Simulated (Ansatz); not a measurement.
Computed with Ansatz 0.2.0, DFT PBE, scalar-relativistic, plane waves, PAW. Settings: cutoff 420 eV, Γ-centred meshes spaced at most about 0.3 Å⁻¹, and about 0.25 Å⁻¹ or finer for metals (2π included), Gaussian smearing. No spin polarisation.

Each guess is relaxed in cell and atoms at zero pressure, on a coarse mesh first where it starts far from rest and then on a converged one. The steps can't lower the symmetry of the start, but it can rise. Energies are static (0 K, no zero-point motion).

Two unrelaxed guesses for MoH₄:

Guess 1.

```
CELL_PARAMETERS angstrom
3.83100 0.00000 0.00000
0.00000 3.83100 0.00000
0.00000 0.00000 5.41785
ATOMIC_POSITIONS crystal
H 0.50000 0.00000 0.25000
H 0.00000 0.50000 0.75000
H 0.50000 0.00000 0.75000
H 0.00000 0.50000 0.25000
Mo 0.00000 0.00000 0.00000
```

Guess 2.

```
CELL_PARAMETERS angstrom
2.96962 0.00000 0.00000
-1.48481 2.57177 0.00000
0.00000 0.00000 6.41438
ATOMIC_POSITIONS crystal
H 0.33333 0.66667 0.25000
H 0.33333 0.66667 0.75000
H 0.66667 0.33333 0.25000
H 0.66667 0.33333 0.75000
Mo 0.00000 0.00000 0.00000
```

Question: Do they relax into the same structure? If not, which is lower?

Answer: No. Guess 1 ends lower, by 100 meV/atom. Guess 1: P4/mmm at 15.9 Å³/atom → P4/mmm at 9.2 Å³/atom; Guess 2: P6/mmm at 9.8 Å³/atom → P6/mmm at 7.3 Å³/atom. Counting H atoms around Mo (those within 1.25 times the shortest such distance or 1.15 times the sum of covalent radii), the end of guess 1 has Mo 8 and the end of guess 2 has Mo 12. End of guess 1. Conventional cell: a = 2.789 Å, c = 5.932 Å. H is surrounded by 2 Mo at 1.87 Å and 4 H at 1.97 Å; Mo has 8 H at 1.87 Å and 4 Mo at 2.79 Å. End of guess 2. Conventional cell: a = 2.856 Å, c = 5.183 Å. Around H lie 3 H at 1.65 Å and 3 Mo at 2.00 Å; Mo is surrounded by 12 H at 2.00 Å.

Cells without such a test can be saddle points. Shaken at random and relaxed again, the end of guess 1 came back. Even the lowest of the cells shown lies +0.26 eV/atom against the elements. Weakly bound directions are ill-defined at this level, which has no dispersion term (P4/mmm), and this can change margins and order among such cells. With hydrogen, zero-point motion can shift such differences by 10 meV/atom or more. Some structure types and database cells were kept out of the candidates from the start, so a known form may be missing.
